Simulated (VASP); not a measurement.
Wanted: the native input for a VASP 6.6.1 run.

```yaml
Task: relaxation of the atoms
Functional: PBE
Potentials_or_basis: VASP PAW PBE potentials, release 64 (Zn, S)
Cutoff: 300 eV
k_mesh: 5 × 5 × 5
Occupations: gaussian, width 0.03 eV
Spin: no spin polarisation
Further_INCAR_settings: ALGO = Fast; EDIFF = 1e-07; IBRION = 2; EDIFFG = -0.01; NSW = 40
```

The structure of ZnS lies in POSCAR:

```
ZnS                                     
1.0
   -0.0000000000      2.7579681356      2.7579681356
    2.7579681356     -0.0000000000      2.7579681356
    2.7579681356      2.7579681356     -0.0000000000
  Zn              S             
     1     1
Direct
     0.2500000000000000    0.2500000000000000    0.2500000000000000
     0.0000000000000000    1.0000000000000000    1.0000000000000000
```

The cell isn't the ideal one: a relaxed cell with its volume scaled by 1.04.

The input as run:

INCAR

```
SYSTEM = ZnS
PREC     = Accurate       ! precision mode
ENCUT    = 300            ! plane-wave cutoff, eV
EDIFF    = 1E-7           ! SCF threshold, eV
ISMEAR   = 0              ! smearing method
SIGMA    = 0.03           ! smearing width, eV
LREAL    = .FALSE.        ! projectors in reciprocal space
LASPH    = .TRUE.         ! aspherical terms in the spheres
NELM     = 80             ! most SCF steps
ALGO     = Fast           ! electronic algorithm
ISIF     = 2              ! what is computed and relaxed
LWAVE    = .FALSE.        ! write WAVECAR
LCHARG   = .FALSE.        ! write CHGCAR
GGA      = PE             ! functional
IBRION   = 2              ! ionic algorithm
NSW      = 40             ! ionic steps
EDIFFG   = -0.01          ! ionic threshold
```

KPOINTS

```
Automatic mesh
0
G
  5 5 5
  0 0 0
```

Potentials or basis: VASP PAW PBE potentials, release 64 (Zn, S).

Run with:

```sh
$ cat potpaw_PBE.64/Zn/POTCAR potpaw_PBE.64/S/POTCAR > POTCAR
$ mpirun -np 1 vasp_std > vasp.out
```

Results of the run:

```
Band gap on the k mesh : 1.84 eV, direct
```

Caveat: the relaxation stopped at its first step, so nothing moved.

It took 6.9 s on 1 thread of Intel(R) Xeon(R) Platinum 8488C (Sapphire Rapids), with other jobs on the host, peak memory 0.13 GiB.
